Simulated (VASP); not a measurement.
# What goes wrong when the modes of SiC (Moissanite 3C) are computed with a bad input

Aim: see how common mistakes in a phonon run show up, on SiC (Moissanite 3C). The starting structure is a measured crystal structure from the Crystallography Open Database.

Method: Kohn-Sham DFT with plane waves and PAW; LDA, in VASP 6.6.1.

## 1. Set-up

It takes space group F-43m (No. 216, cubic). The conventional cell has a = 4.358 Å, b = 4.358 Å, c = 4.358 Å, α = 90.00°, β = 90.00°, γ = 90.00°. Nearest to Si lie 4 C at 1.89 Å. C has 4 Si at 1.89 Å nearest. Farther neighbours are not listed.

## 2. Reference modes

The cell comes from a relaxation at this level, not shown (20.32 Å³).

INCAR reads:

```
SYSTEM = SiC
PREC = Accurate
ENCUT = 520
EDIFF = 1E-08
NELM = 100
ISMEAR = 0
SIGMA = 0.03
LREAL = .FALSE.
ALGO = Normal
GGA = CA
NBANDS = 10
LORBIT = 11
LWAVE = .FALSE.
LCHARG = .FALSE.
KPAR = 2
IBRION = 8
LEPSILON = .TRUE.
ISIF = 2
```

POSCAR reads:

```
SiC
1.0
    0.0000000000      2.1657828511      2.1657828511
    2.1657828511      0.0000000000      2.1657828511
    2.1657828511      2.1657828511      0.0000000000
Si C
1 1
Direct
    0.0000000000      0.0000000000      0.0000000000
    0.7500000000      0.7500000000      0.7500000000
```

KPOINTS reads:

```
Automatic mesh
0
Gamma
12 12 12
0 0 0
```

The projector-augmented-wave data sets are Si and C (LDA family, release 64).

Launch:

```
$ mpirun -np 2 vasp_std
```

Output:

```text
[banner, memory and clock lines left out]
running    2 mpi-ranks, on    1 nodes
 distrk:  each k-point on    1 cores,    2 groups
 distr:  one band on    1 cores,    1 groups

 POSCAR found type information on POSCAR SiC
 POSCAR found :  2 types and       2 ions
 LDA part: xc-table for (Slater(with rela. corr.)+CA(PZ))
 , standard interpolation
 POSCAR, INCAR and KPOINTS ok, starting setup
 FFT: planning ... GRIDC
 FFT: planning ... GRID_SOFT
 FFT: planning ... GRID
 WAVECAR not read
 entering main loop
       N       E                     dE             d eps       ncg     rms          rms(c)
DAV:   1     0.173706501271E+01    0.17371E+01   -0.40431E+03  1512   0.670E+02
DAV:   2    -0.181214277825E+02   -0.19858E+02   -0.18837E+02  1866   0.113E+02
DAV:   3    -0.187306778055E+02   -0.60925E+00   -0.60825E+00  1724   0.169E+01
DAV:   4    -0.187332650772E+02   -0.25873E-02   -0.25871E-02  1656   0.137E+00
DAV:   5    -0.187332766237E+02   -0.11546E-04   -0.11546E-04  1682   0.857E-02    0.926E+00
DAV:   6    -0.167384196939E+02    0.19949E+01   -0.75478E+00  1502   0.132E+01    0.409E+00
DAV:   7    -0.166635620843E+02    0.74858E-01   -0.39126E-01  1686   0.391E+00    0.182E+00
DAV:   8    -0.166430547560E+02    0.20507E-01   -0.27122E-02  1528   0.107E+00    0.177E-01
DAV:   9    -0.166426922429E+02    0.36251E-03   -0.18048E-03  1764   0.248E-01    0.951E-02
DAV:  10    -0.166427062309E+02   -0.13988E-04   -0.11182E-04  1526   0.706E-02    0.318E-02
DAV:  11    -0.166427065492E+02   -0.31836E-06   -0.31186E-06  1716   0.120E-02    0.132E-02
DAV:  12    -0.166427063232E+02    0.22602E-06   -0.67675E-07  1504   0.426E-03    0.598E-04
DAV:  13    -0.166427063270E+02   -0.37778E-08   -0.28967E-08  1590   0.114E-03
   1 F= -.16642706E+02 E0= -.16642706E+02  d E =-.102947E-13
 Linear response reoptimize wavefunctions to high precision
DAV:   1    -0.166427063298E+02   -0.28638E-08   -0.40320E-10  1044   0.144E-04
DAV:   2    -0.166427063298E+02    0.21032E-10   -0.13306E-11   776   0.320E-05
 Linear response G [H, r] |phi>, progress :
  Direction:   1
       N       E                     dE             d eps       ncg     rms
RMM:   1    -0.409545356205E+02   -0.40955E+02   -0.49404E+01  3687   0.433E+01
RMM:   2    -0.324141552474E+02    0.85404E+01   -0.25302E+00  2315   0.112E+01
RMM:   3    -0.324024831103E+02    0.11672E-01   -0.49248E-02  2384   0.109E+00
RMM:   4    -0.324001260498E+02    0.23571E-02   -0.34862E-03  2509   0.126E-01
RMM:   5    -0.323998378856E+02    0.28816E-03   -0.30109E-04  2495   0.164E-02
RMM:   6    -0.323998072656E+02    0.30620E-04    0.11059E-05  2611   0.232E-03
RMM:   7    -0.323998043179E+02    0.29477E-05    0.40240E-05  2465   0.439E-04
RMM:   8    -0.323998035437E+02    0.77425E-06    0.43558E-05  2106   0.176E-04
RMM:   9    -0.323998039380E+02   -0.39429E-06    0.54423E-06  1821   0.147E-04
RMM:  10    -0.323998047323E+02   -0.79435E-06   -0.52826E-05  1611   0.147E-04
RMM:  11    -0.323998040933E+02    0.63899E-06   -0.10004E-05  1397   0.147E-04
RMM:  12    -0.323998043397E+02   -0.24640E-06   -0.31241E-05  1056   0.146E-04
 Linear response G [H, r] |phi>, progress :
  Direction:   2
       N       E                     dE             d eps       ncg     rms
RMM:   1    -0.381699961324E+02   -0.38170E+02   -0.54561E+01  3701   0.409E+01
RMM:   2    -0.324250816619E+02    0.57449E+01   -0.18026E+00  2289   0.963E+00
RMM:   3    -0.324138689637E+02    0.11213E-01   -0.37457E-02  2366   0.897E-01
RMM:   4    -0.324117960258E+02    0.20729E-02   -0.33103E-03  2484   0.101E-01
RMM:   5    -0.324115103866E+02    0.28564E-03   -0.27499E-04  2488   0.129E-02
RMM:   6    -0.324114798430E+02    0.30544E-04    0.34100E-05  2608   0.182E-03
RMM:   7    -0.324114769699E+02    0.28731E-05    0.62897E-05  2434   0.349E-04
RMM:   8    -0.324114769761E+02   -0.61569E-08    0.62737E-05  2064   0.146E-04
RMM:   9    -0.324114776739E+02   -0.69786E-06    0.40790E-05  1820   0.127E-04
RMM:  10    -0.324114785240E+02   -0.85009E-06    0.25568E-05  1640   0.127E-04
RMM:  11    -0.324114783079E+02    0.21611E-06    0.35607E-05  1384   0.129E-04
RMM:  12    -0.324114786529E+02   -0.34498E-06    0.21707E-05   996   0.127E-04
 Linear response G [H, r] |phi>, progress :
  Direction:   3
       N       E                     dE             d eps       ncg     rms
RMM:   1    -0.256783726492E+02   -0.25678E+02    0.82895E+01  3521   0.421E+01
RMM:   2    -0.223232126896E+02    0.33552E+01   -0.21961E+00  2283   0.105E+01
RMM:   3    -0.223174369497E+02    0.57757E-02   -0.29178E-02  2331   0.107E+00
RMM:   4    -0.223169532742E+02    0.48368E-03   -0.36941E-04  2496   0.126E-01
RMM:   5    -0.223169505368E+02    0.27374E-05   -0.12229E-05  2448   0.172E-02
RMM:   6    -0.223169501695E+02    0.36735E-06   -0.18179E-06  2539   0.251E-03
RMM:   7    -0.223169500892E+02    0.80281E-07   -0.32882E-06  2367   0.452E-04
RMM:   8    -0.223169500875E+02    0.17083E-08   -0.11485E-07  2041   0.151E-04
RMM:   9    -0.223169501086E+02   -0.21081E-07   -0.22494E-06  1715   0.111E-04
RMM:  10    -0.223169501078E+02    0.74975E-09   -0.65554E-07  1515   0.109E-04
RMM:  11    -0.223169501086E+02   -0.81126E-09   -0.93638E-07  1298   0.109E-04
RMM:  12    -0.223169501094E+02   -0.73130E-09   -0.78836E-07  1008   0.108E-04
 Linear response to external field (no local field effect), progress :
[...]
dielectric tensor                  component  3 :     0.710    -0.596     4.377
 Linear response to external field, progress :
  Direction:   1
       N       E                     dE             d eps       ncg     rms          rms(c)
RMM:   1    -0.343366287776E+00   -0.34337E+00   -0.13670E+00 12845   0.253E+00
RMM:   2    -0.351956172260E+00   -0.85899E-02   -0.26004E-03  8951   0.366E-01    0.864E-01
RMM:   3    -0.342168364719E+00    0.97878E-02   -0.49671E-03  8945   0.419E-01    0.501E-01
RMM:   4    -0.350924324615E+00   -0.87560E-02   -0.60085E-03  9003   0.463E-01    0.749E-02
RMM:   5    -0.352937966051E+00   -0.20136E-02   -0.13070E-04  9074   0.847E-02    0.937E-03
RMM:   6    -0.353023979545E+00   -0.86013E-04   -0.11484E-06  9438   0.843E-03    0.469E-03
RMM:   7    -0.353068058532E+00   -0.44079E-04   -0.75258E-08  9337   0.215E-03    0.286E-04
RMM:   8    -0.353071421626E+00   -0.33631E-05   -0.39758E-09  9976   0.407E-04    0.112E-04
RMM:   9    -0.353070612722E+00    0.80890E-06   -0.54778E-10  8193   0.129E-04    0.188E-05
RMM:  10    -0.353070775208E+00   -0.16249E-06    0.10959E-10  5368   0.318E-05    0.657E-06
 change of polarisation eV/A/(eV/A) component  1 :     0.668     0.172     0.102
 dielectric tensor                  component  1 :     6.946     1.529     0.907
 Linear response to external field, progress :
  Direction:   2
       N       E                     dE             d eps       ncg     rms          rms(c)
RMM:   1    -0.343366232756E+00   -0.34337E+00   -0.13670E+00 12843   0.253E+00
RMM:   2    -0.351956177022E+00   -0.85899E-02   -0.26003E-03  8948   0.366E-01    0.864E-01
RMM:   3    -0.342168515021E+00    0.97877E-02   -0.49658E-03  8943   0.419E-01    0.501E-01
RMM:   4    -0.350924376705E+00   -0.87559E-02   -0.60068E-03  9000   0.463E-01    0.749E-02
RMM:   5    -0.352937965702E+00   -0.20136E-02   -0.13065E-04  9077   0.847E-02    0.937E-03
RMM:   6    -0.353024033652E+00   -0.86068E-04   -0.11469E-06  9440   0.842E-03    0.469E-03
RMM:   7    -0.353068107750E+00   -0.44074E-04   -0.75239E-08  9340   0.215E-03    0.286E-04
RMM:   8    -0.353071481515E+00   -0.33738E-05   -0.35670E-09  9954   0.407E-04    0.112E-04
RMM:   9    -0.353070674264E+00    0.80725E-06   -0.26914E-10  8203   0.128E-04    0.201E-05
RMM:  10    -0.353070825970E+00   -0.15171E-06    0.11200E-09  5328   0.306E-05    0.782E-06
 change of polarisation eV/A/(eV/A) component  2 :     0.124     0.668     0.130
 dielectric tensor                  component  2 :     1.106     6.946     1.157
 Linear response to external field, progress :
  Direction:   3
       N       E                     dE             d eps       ncg     rms          rms(c)
RMM:   1    -0.343366237992E+00   -0.34337E+00   -0.13670E+00 12844   0.253E+00
RMM:   2    -0.351956169407E+00   -0.85899E-02   -0.26005E-03  8951   0.366E-01    0.864E-01
RMM:   3    -0.342168539578E+00    0.97876E-02   -0.49668E-03  8945   0.419E-01    0.501E-01
RMM:   4    -0.350924463663E+00   -0.87559E-02   -0.60085E-03  9003   0.463E-01    0.749E-02
RMM:   5    -0.352937971982E+00   -0.20135E-02   -0.13071E-04  9074   0.847E-02    0.937E-03
RMM:   6    -0.353024035618E+00   -0.86064E-04   -0.11576E-06  9439   0.842E-03    0.469E-03
RMM:   7    -0.353068105179E+00   -0.44070E-04   -0.75951E-08  9336   0.215E-03    0.286E-04
RMM:   8    -0.353071482514E+00   -0.33773E-05   -0.39859E-09  9955   0.407E-04    0.112E-04
RMM:   9    -0.353070674136E+00    0.80838E-06   -0.35268E-10  8197   0.128E-04    0.202E-05
RMM:  10    -0.353070826220E+00   -0.15208E-06    0.88278E-10  5376   0.306E-05    0.784E-06
 change of polarisation eV/A/(eV/A) component  3 :     0.104     0.169     0.668
 dielectric tensor                  component  3 :     0.929     1.507     6.946
 Linear response DOF=           2
 Linear response progress:
  Degree of freedom:   1/  2
       N       E                     dE             d eps       ncg     rms          rms(c)
RMM:   1    -0.163797859251E-01   -0.16380E-01   -0.75357E-03 13170   0.873E-01
RMM:   2    -0.143354234127E-01    0.20444E-02   -0.43303E-04  8620   0.192E-01    0.132E-01
RMM:   3    -0.142634605515E-01    0.71963E-04   -0.12355E-04  8765   0.475E-02    0.752E-02
RMM:   4    -0.143324601326E-01   -0.69000E-04   -0.11698E-04  8860   0.468E-02    0.877E-03
RMM:   5    -0.143154103626E-01    0.17050E-04    0.28692E-06  8979   0.779E-03    0.132E-03
RMM:   6    -0.143136161795E-01    0.17942E-05   -0.31805E-07  9191   0.756E-04    0.638E-04
RMM:   7    -0.143122926598E-01    0.13235E-05   -0.61050E-07  9200   0.244E-04    0.770E-05
RMM:   8    -0.143123089471E-01   -0.16287E-07    0.11251E-08  9641   0.433E-05    0.198E-05
RMM:   9    -0.143123325963E-01   -0.23649E-07    0.24922E-08  9483   0.159E-05    0.324E-06
RMM:  10    -0.143123170139E-01    0.15582E-07    0.14571E-07  9124   0.621E-06    0.107E-06
RMM:  11    -0.143123223892E-01   -0.53753E-08    0.53122E-08  5336   0.424E-06    0.635E-08
 first order change of Fermi-energy   0.33276E-04
 force on displaced ion       1 direction 1 : -19.611   0.000   0.000
 Born effective charge ion    1 direction 1 :   2.712   0.000   0.000
 Linear response progress:
  Degree of freedom:   2/  2
       N       E                     dE             d eps       ncg     rms          rms(c)
RMM:   1    -0.126527752723E+00   -0.12653E+00    0.55245E-02 12242   0.208E+00
RMM:   2    -0.123471086325E+00    0.30567E-02   -0.26368E-03  8549   0.408E-01    0.208E-01
RMM:   3    -0.123476013407E+00   -0.49271E-05   -0.80320E-04  8379   0.175E-01    0.103E-01
RMM:   4    -0.124523803021E+00   -0.10478E-02   -0.61616E-04  8439   0.147E-01    0.187E-02
RMM:   5    -0.124501357213E+00    0.22446E-04   -0.11979E-05  8966   0.225E-02    0.184E-03
RMM:   6    -0.124509011602E+00   -0.76544E-05   -0.26584E-07  9251   0.248E-03    0.921E-04
RMM:   7    -0.124504480244E+00    0.45314E-05   -0.13954E-07  9221   0.503E-04    0.933E-05
RMM:   8    -0.124505111755E+00   -0.63151E-06    0.27018E-08  9375   0.100E-04    0.311E-05
RMM:   9    -0.124505050152E+00    0.61603E-07    0.42648E-08  9742   0.300E-05    0.348E-06
RMM:  10    -0.124505071535E+00   -0.21383E-07    0.36281E-08  9580   0.966E-06    0.187E-06
RMM:  11    -0.124505069606E+00    0.19286E-08    0.64956E-08  7529   0.704E-06    0.152E-07
 first order change of Fermi-energy   0.88907E-04
 force on displaced ion       2 direction 1 : -19.607   0.000   0.000
 Born effective charge ion    2 direction 1 :  -2.714   0.000   0.000
 Born effective charges drift removed
 Linear response finished
```

Elapsed: 3.4 min, on 2 MPI ranks of AMD EPYC 7R43, shared host; peak memory 0.44 GiB; 6.8 min of CPU time.

Lines that name or quote the potential files are left out of all logs, and their timing lines are given in words.

OUTCAR, selected parts (step 2):

```text
ion  position               nearest neighbor table
   1  0.000  0.000  0.000-   2 1.88   2 1.88   2 1.88   2 1.88
   2  0.750  0.750  0.750-   1 1.88   1 1.88   1 1.88   1 1.88

  LATTYP: Found a face centered cubic cell.
 ALAT       =     4.3315657022

 Subroutine GETGRP returns: Found 24 space group operations
 (whereof 24 operations were pure point group operations)

The static configuration has the point symmetry T_d .

 Found     72 irreducible k-points:

   k-points           NKPTS =     72   k-points in BZ     NKDIM =     72   number of bands    NBANDS=     10

   dimension x,y,z NGX =    24 NGY =   24 NGZ =   24
   dimension x,y,z NGXF=    48 NGYF=   48 NGZF=   48

   ENCUT  =  520.0 eV  38.22 Ry    6.18 a.u.   5.69  5.69  5.69*2*pi/ulx,y,z

   NELECT =       8.0000    total number of electrons

 k-points in reciprocal lattice and weights: Automatic mesh
   0.00000000  0.00000000  0.00000000       0.001
   0.08333333  0.00000000  0.00000000       0.005
   0.16666667  0.00000000  0.00000000       0.005
   0.25000000  0.00000000  0.00000000       0.005
   0.33333333  0.00000000  0.00000000       0.005
   0.41666667  0.00000000  0.00000000       0.005
   0.50000000  0.00000000  0.00000000       0.002
   0.08333333  0.08333333  0.00000000       0.003
   0.16666667  0.08333333  0.00000000       0.014
[...]
-0.33333333  0.50000000  0.16666667       0.007
  -0.25000000  0.50000000  0.25000000       0.003

 average (electrostatic) potential at core
       1 -81.6773       2 -48.7688

  Total       -0.0006005     -0.0006005     -0.0006005      0.0000000      0.0000000      0.0000000
  in kB       -0.0473521     -0.0473521     -0.0473521      0.0000000      0.0000000      0.0000000
  external PRESSURE =      -0.0473521 kB  Pullay stress =       0.0000000 kB

  energy-cutoff  :      520.00
  volume of cell :       20.32
      direct lattice vectors                 reciprocal lattice vectors
     0.000000000  2.165782851  2.165782851    -0.230863403  0.230863403  0.230863403
     2.165782851  0.000000000  2.165782851     0.230863403 -0.230863403  0.230863403
     2.165782851  2.165782851  0.000000000     0.230863403  0.230863403 -0.230863403

 POSITION                                       TOTAL-FORCE (eV/Angst)
 -----------------------------------------------------------------------------------
      0.00000      0.00000      0.00000         0.000000      0.000000     -0.000000
      3.24867      3.24867      3.24867        -0.000000     -0.000000      0.000000
 -----------------------------------------------------------------------------------
    total drift:                               -0.000000     -0.000000     -0.000000

 MACROSCOPIC STATIC DIELECTRIC TENSOR (including local field effects in DFT)
 ------------------------------------------------------
           6.945610    -0.000000    -0.000000
           0.000000     6.945610    -0.000000
          -0.000000     0.000000     6.945610
 ------------------------------------------------------

 PIEZOELECTRIC TENSOR (including local field effects)  for field in x, y, z        (C/m^2)
          XX          YY          ZZ          XY          YZ          ZX
  --------------------------------------------------------------------------------
  x    -0.00000     0.00000    -0.00000     0.00000     0.98729     0.00000
  y     0.00000    -0.00000    -0.00000     0.00000     0.00000     0.98729
  z    -0.00000    -0.00000     0.00000     0.98729     0.00000     0.00000

 BORN EFFECTIVE CHARGES (including local field effects) (in |e|, cummulative output)
 ---------------------------------------------------------------------------------
 ion    1
    1     2.71365    -0.00000    -0.00000
    2     0.00000     2.71365     0.00000
    3     0.00000     0.00000     2.71365
 ion    2
    1    -2.71365     0.00000     0.00000
    2    -0.00000    -2.71365     0.00000
    3    -0.00000    -0.00000    -2.71365

 Eigenvectors and eigenvalues of the dynamical matrix
 ----------------------------------------------------

   1 f  =   23.866709 THz   149.958955 2PiTHz  796.107716 cm-1    98.704733 meV
             X         Y         Z           dx          dy          dz
      0.000000  0.000000  0.000000    -0.547353    0.000000   -0.000000
      3.248674  3.248674  3.248674     0.836902   -0.000000   -0.000000

   2 f  =   23.866709 THz   149.958955 2PiTHz  796.107716 cm-1    98.704733 meV
             X         Y         Z           dx          dy          dz
      0.000000  0.000000  0.000000     0.000000    0.547353   -0.000000
      3.248674  3.248674  3.248674    -0.000000   -0.836902   -0.000000

   3 f  =   23.866709 THz   149.958955 2PiTHz  796.107716 cm-1    98.704733 meV
             X         Y         Z           dx          dy          dz
      0.000000  0.000000  0.000000     0.000000    0.000000   -0.547353
      3.248674  3.248674  3.248674     0.000000    0.000000    0.836902

   4 f/i=    0.001034 THz     0.006498 2PiTHz    0.034496 cm-1     0.004277 meV
             X         Y         Z           dx          dy          dz
      0.000000  0.000000  0.000000     0.045786   -0.830407    0.093444
      3.248674  3.248674  3.248674     0.029945   -0.543106    0.061114

   5 f/i=    0.001034 THz     0.006498 2PiTHz    0.034496 cm-1     0.004277 meV
             X         Y         Z           dx          dy          dz
      0.000000  0.000000  0.000000     0.835637    0.045979   -0.000844
      3.248674  3.248674  3.248674     0.546526    0.030072   -0.000552

   6 f/i=    0.001034 THz     0.006498 2PiTHz    0.034496 cm-1     0.004277 meV
             X         Y         Z           dx          dy          dz
      0.000000  0.000000  0.000000     0.004296   -0.093349   -0.831668
      3.248674  3.248674  3.248674     0.002810   -0.061052   -0.543931

 MACROSCOPIC STATIC DIELECTRIC TENSOR IONIC CONTRIBUTION
 ------------------------------------------------------
           3.344620    -0.000000     0.000000
          -0.000000     3.344620    -0.000000
           0.000000    -0.000000     3.344620
 ------------------------------------------------------

 ELASTIC MODULI CONTR FROM IONIC RELAXATION (kBar)
 Direction    XX          YY          ZZ          XY          YZ          ZX
 --------------------------------------------------------------------------------
 XX          -0.0000      0.0000      0.0000     -0.0000      0.0000     -0.0000
 YY           0.0000     -0.0000     -0.0000     -0.0000     -0.0000     -0.0000
 ZZ           0.0000     -0.0000     -0.0000      0.0000     -0.0000     -0.0000
 XY          -0.0000     -0.0000      0.0000   -272.8444     -0.0000      0.0000
 YZ           0.0000     -0.0000     -0.0000     -0.0000   -272.8444      0.0000
 ZX          -0.0000     -0.0000     -0.0000      0.0000      0.0000   -272.8444
 --------------------------------------------------------------------------------

 PIEZOELECTRIC TENSOR IONIC CONTR  for field in x, y, z        (C/m^2)
          XX          YY          ZZ          XY          YZ          ZX
  --------------------------------------------------------------------------------
  x     0.00000    -0.00000    -0.00000    -0.00000    -0.89888     0.00000
  y    -0.00000    -0.00000    -0.00000    -0.00000     0.00000    -0.89888
  z    -0.00000    -0.00000     0.00000    -0.89888    -0.00000     0.00000
```

Energies printed during the response cycles are not total energies of the cell.

Reference: the zone-centre mode is T2 796.1 cm⁻¹.

[end of part 1 of 2]

[Lines on the potential files, build, host, timing and source positions are cut from VASP's logs without a mark.]

[Logs are printed without paths, hosts, clocks, repeated set-up lines and the standing remarks that a program may print on its own settings, such as how far it seeks lower states.]

[Hosts, paths, dates, database ids (printed as entryN), source tags and the programs' standing remarks are cut or masked in the printed files.]
